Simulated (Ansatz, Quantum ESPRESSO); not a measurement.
Given: the input of a run of Quantum ESPRESSO 7.5 on GaCuSe2. 

The input pw.in:

```
&CONTROL
  calculation = 'scf'
  prefix = 'pwscf'
  outdir = './tmp'
  pseudo_dir = './pseudo'
  tprnfor = .true.
  tstress = .true.
  disk_io = 'low'
/
&SYSTEM
  ibrav = 0
  nat = 8
  ntyp = 3
  ecutwfc = 70
  ecutrho = 560
  nbnd = 48
  occupations = 'smearing'
  smearing = 'fd'
  degauss = 0.00367493
/
&ELECTRONS
  conv_thr = 1.6d-09
  electron_maxstep = 120
  mixing_beta = 0.5
/
ATOMIC_SPECIES
Se    78.9710 Se_pbe_v1.uspp.F.UPF
Ga    69.7230 Ga.pbe-dn-kjpaw_psl.1.0.0.UPF
Cu    63.5460 Cu.paw.z_11.ld1.psl.v1.0.0-low.upf
CELL_PARAMETERS angstrom
  -2.8095500000    2.8095500000    5.5130000000
   2.8095500000   -2.8095500000    5.5130000000
   2.8095500000    2.8095500000   -5.5130000000
ATOMIC_POSITIONS crystal
Se     0.1256200000    0.6250000000    0.0006200000
Se     0.8750000000    0.8743800000    0.4993800000
Se     0.6243800000    0.1250000000    0.9993800000
Se     0.3750000000    0.3756200000    0.5006200000
Ga     0.2500000000    0.7500000000    0.5000000000
Ga     0.5000000000    0.5000000000    0.0000000000
Cu     0.7500000000    0.2500000000    0.5000000000
Cu     0.0000000000    0.0000000000    0.0000000000
K_POINTS automatic
7 7 7 0 0 0
```

The input pp_density.in:

```
&INPUTPP
  prefix = 'pwscf'
  outdir = './tmp'
  filplot = 'density.dat'
  plot_num = 0
/
&PLOT
  nfile = 1
  filepp(1) = 'density.dat'
  iflag = 3
  output_format = 6
  fileout = 'density.cube'
/
```

pp_potential.in

```
&INPUTPP
  prefix = 'pwscf'
  outdir = './tmp'
  filplot = 'potential.dat'
  plot_num = 11
/
&PLOT
  nfile = 1
  filepp(1) = 'potential.dat'
  iflag = 3
  output_format = 6
  fileout = 'potential.cube'
/
```

Potentials or basis: SSSP 1.3 efficiency PBE.

Launch:

```bash
$ OMP_NUM_THREADS=1 mpirun -n 2 pw.x -nk 2 -in pw.in > pw.out
$ OMP_NUM_THREADS=1 mpirun -n 1 pp.x -in pp_density.in > pp_density.out
$ OMP_NUM_THREADS=1 mpirun -n 1 pp.x -in pp_potential.in > pp_potential.out
```

Q: Translate it to Ansatz 0.2.0. Potentials or basis there: Ansatz PAW, cutoff 420 eV.

A: As run (cutoffs and basis follow the program's own potentials, and thresholds, step limits or extra output files can differ):

File input.yaml:

```yaml
crystal:
  lattice:
    - [-2.80955, 2.80955, 5.513]
    - [2.80955, -2.80955, 5.513]
    - [2.80955, 2.80955, -5.513]
  atoms:
    - { symbol: Se, position: [0.12562, 0.625, 0.00062] }
    - { symbol: Se, position: [0.875, 0.87438, 0.49938] }
    - { symbol: Se, position: [0.62438, 0.125, 0.99938] }
    - { symbol: Se, position: [0.375, 0.37562, 0.50062] }
    - { symbol: Ga, position: [0.25, 0.75, 0.5] }
    - { symbol: Ga, position: [0.5, 0.5, 0.0] }
    - { symbol: Cu, position: [0.75, 0.25, 0.5] }
    - { symbol: Cu, position: [0.0, 0.0, 0.0] }
hamiltonian:
  xc: pbe
  pseudopotentials: { kind: paw }
kpoints:
  mp_grid: { grid: [7, 7, 7] }
scf:
  occupations: { method: fermi_dirac, width: 0.05 }
output:
  forces: true
  stress: true
  eigenvalues: true
```

Potentials or basis: Ansatz PAW.

The run is started by

```console
$ ansatz run input.yaml --threads 4 --pin off --max-ram 11264MiB --backend cpu --events-out ev --progress --plain --runs-dir out
```

Both were run:

|  | Quantum ESPRESSO | Ansatz |
| --- | --- | --- |
| Pressure | 2.8 GPa | 2.8 GPa |
| Largest force | 0.404 eV/Å | 0.392 eV/Å |

Ansatz's pressure holds a Pulay term of +0.04 GPa for its cutoff of 420 eV, which the other run lacks.

The potentials hold 72 and 128 valence electrons a cell.

Where Ansatz's input types no cutoff or centring, it takes its own default and a Γ-centred mesh.

Pressure is positive in compression.
